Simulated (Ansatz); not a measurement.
## Ge in Ansatz: the effect of functional

Crystal: Ge.

```
CELL_PARAMETERS angstrom
0.00000 2.82891 2.82891
2.82891 0.00000 2.82891
2.82891 2.82891 0.00000
ATOMIC_POSITIONS crystal
Ge 0.75000 0.75000 0.75000
Ge 0.50000 0.50000 0.50000
```

Alike in all runs:

```yaml
Program: Ansatz 0.2.0
Potentials_or_basis: Ansatz PAW
k_mesh: 5 × 5 × 5
Occupations: fermi-dirac, width 0.05 eV
Spin: no spin polarisation
```

| functional | cutoff | gap on the mesh (eV) | pressure (GPa) |
| --- | --- | --- | --- |
| LDA | 420 eV (not typed: the program's choice for these potentials) | none | -0.9 |
| PBE | 420 eV (not typed: the program's choice for these potentials) | none | 3.8 |
| PBEsol | 420 eV (not typed: the program's choice for these potentials) | none | 0.9 |
| RPBE | 420 eV (not typed: the program's choice for these potentials) | 0.14 | 5.5 |
| revPBE | 420 eV (not typed: the program's choice for these potentials) | 0.11 | 5.0 |
| BLYP | 420 eV (not typed: the program's choice for these potentials) | none | 7.6 |
| r2SCAN | 500 eV (not typed: the program's choice for these potentials) | 0.45 | 0.6 |
| HSE06 | 420 eV (not typed: the program's choice for these potentials) | 0.89 | 1.0 |
| PBE0 | 420 eV (not typed: the program's choice for these potentials) | ? | ? |
| r2SCAN0 | 500 eV (not typed: the program's choice for these potentials) | 1.66 | -0.9 |

Task: What does the run with functional PBE0 give?

Result: gap on the mesh 1.50 eV; pressure 0.8 GPa.

Caveats: some runs use coarse meshes; the PAW data sets come from PBE, with cores solved anew for the run's functional, which leaves a small shift of forces and pressure (some runs); the thresholds are loose for stress (some runs); odd divisions of the mesh miss points on the zone boundary, where band edges often lie, so the gap on the mesh can be too wide (some runs); the k mesh misses the band edges, so the gap on the mesh is wider than the one along the path (some runs).

A gap of «none» marks a metal or a gap under the smearing width.
